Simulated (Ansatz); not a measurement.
This guess for Al2Cu is about to be relaxed.

```cif
data_structure
_symmetry_space_group_name_H-M 'C2/m'
_symmetry_Int_Tables_number 12
_cell_length_a 4.9563
_cell_length_b 3.3188
_cell_length_c 4.9899
_cell_angle_alpha 90.000
_cell_angle_beta 96.985
_cell_angle_gamma 90.000
_cell_volume 81.47
loop_
_atom_site_label
_atom_site_type_symbol
_atom_site_symmetry_multiplicity
_atom_site_Wyckoff_symbol
_atom_site_fract_x
_atom_site_fract_y
_atom_site_fract_z
_atom_site_occupancy
Al1 Al 4 i 0.23364 0.00000 0.26256 1
Cu1 Cu 2 b 0.50000 0.00000 0.00000 1
```

Method: DFT PBE, scalar-relativistic, plane waves, PAW (Ansatz 0.2.0). Cutoff 420 eV, Gaussian smearing, Γ-centred meshes. Cell and atoms relax first on a coarse mesh, the cell is then made exact in the group found at 0.06 to 0.08 Å, and last on a converged mesh; the steps can't lower the symmetry of their start. No spin polarisation.

A guess keeps its type if space group and coordination stay and the shape of the cell changes little (axis ratios within about 15 %, angles within 6°); the volume may change.

Question: Does it keep its structure type, or change into something else?

Answer: It doesn't keep its type. The symmetry goes from C2/m (No. 12) to P4/mmm (No. 123). The volume per atom grows by 15.9 %, from 13.6 to 15.7 Å³. The shortest distance goes from 1.97 Å (Al–Cu) to 2.58 Å (Al–Cu). Counting neighbours within 15 % of an atom's shortest distance, the start has Al 1, Cu 2 and the end Al 9, Cu 12. In detail, at the end Al has 4 Cu at 2.58 Å, 1 Al at 2.60 Å, 4 Al at 2.84 Å and 1 Al at 3.23 Å; around Cu lie 8 Al at 2.58 Å and 4 Cu at 2.84 Å.

```xyz
3
Lattice="2.8445 0.0000 0.0000 0.0000 2.8445 0.0000 0.0000 0.0000 5.8337" Properties=species:S:1:pos:R:3 pbc="T T T"
Al    0.0000    0.0000    1.6160
Al    0.0000    0.0000    4.2177
Cu    1.4223    1.4223    0.0000
```

The last run used a 12×12×6 mesh (in the run's order of axes) for its 3-atom cell and Gaussian smearing of 0.10 eV. The end has C2/m (No. 12) at a tolerance of 0.01 Å; the cell shown is made exact in the group found at 0.05 Å. Symmetry constrained the relaxation, so the result can be a saddle point. Another cell of the same search, in Fm-3m, lies 75 meV/atom lower, so this cell isn't the stable form at this level.
